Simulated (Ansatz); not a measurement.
# S: the cost of one run

Computed with Ansatz 0.2.0 (reference: DFT LDA, plane waves, PAW, scalar-relativistic, no spin polarisation, unless a step's input says otherwise).

## (1) Starting point

The structure is trigonal, space group P3_221 (No. 154). Conventional cell: a = 7.156 Å, b = 7.156 Å, c = 4.342 Å, α = 90.00°, β = 90.00°, γ = 120.00°. S (site symmetry 1) is surrounded by 2 S at 2.09 Å. Around S (site symmetry 2) lie 2 S at 2.12 Å.

As a file:

```cif
data_structure
_symmetry_space_group_name_H-M 'P3_221'
_symmetry_Int_Tables_number 154
_cell_length_a 7.1556
_cell_length_b 7.1556
_cell_length_c 4.3424
_cell_angle_alpha 90.000
_cell_angle_beta 90.000
_cell_angle_gamma 120.000
_cell_volume 192.55
loop_
_atom_site_label
_atom_site_type_symbol
_atom_site_symmetry_multiplicity
_atom_site_Wyckoff_symbol
_atom_site_fract_x
_atom_site_fract_y
_atom_site_fract_z
_atom_site_occupancy
S1 S 6 c 0.77270 0.30670 0.61050 1
S2 S 3 b 0.87550 0.00000 0.16667 1
```

## (2) The reference run

Input file input.yaml:

```yaml
crystal:
  lattice:
    - [7.15557207, 0.0, 0.0]
    - [-3.57778604, 6.19690689, 0.0]
    - [0.0, 0.0, 4.34235443]
  atoms:
    - { symbol: S, position: [0.7727, 0.3067, 0.6105] }
    - { symbol: S, position: [0.6933, 0.466, 0.27717] }
    - { symbol: S, position: [0.534, 0.2273, 0.94383] }
    - { symbol: S, position: [0.3067, 0.7727, 0.3895] }
    - { symbol: S, position: [0.466, 0.6933, 0.72283] }
    - { symbol: S, position: [0.2273, 0.534, 0.05617] }
    - { symbol: S, position: [0.8755, 0.0, 0.16667] }
    - { symbol: S, position: [0.0, 0.8755, 0.83334] }
    - { symbol: S, position: [0.1245, 0.1245, 0.5] }
  symmetry: { tolerance: 0.0003 }
kpoints:
  mp_grid: { grid: [3, 3, 4], shift: [0, 0, 0] }
magnetization:
  spin_polarized: false
scf:
  occupations: { method: fermi_dirac }
hamiltonian:
  pseudopotentials: { kind: paw }
  xc: lda
basis:
  ecutwfc: 420
output:
  forces: true
  stress: true
  eigenvalues: true
```

The run is started by

```console
ansatz run input.yaml --threads 1 --pin off --max-ram 2560MiB --backend cpu --events-out ev --progress --plain --runs-dir out
```

Q: Estimate wall time and peak memory on 1 thread of Arm Neoverse V2, shared host.

About 4.3 s, with a peak of 0.33 GiB.
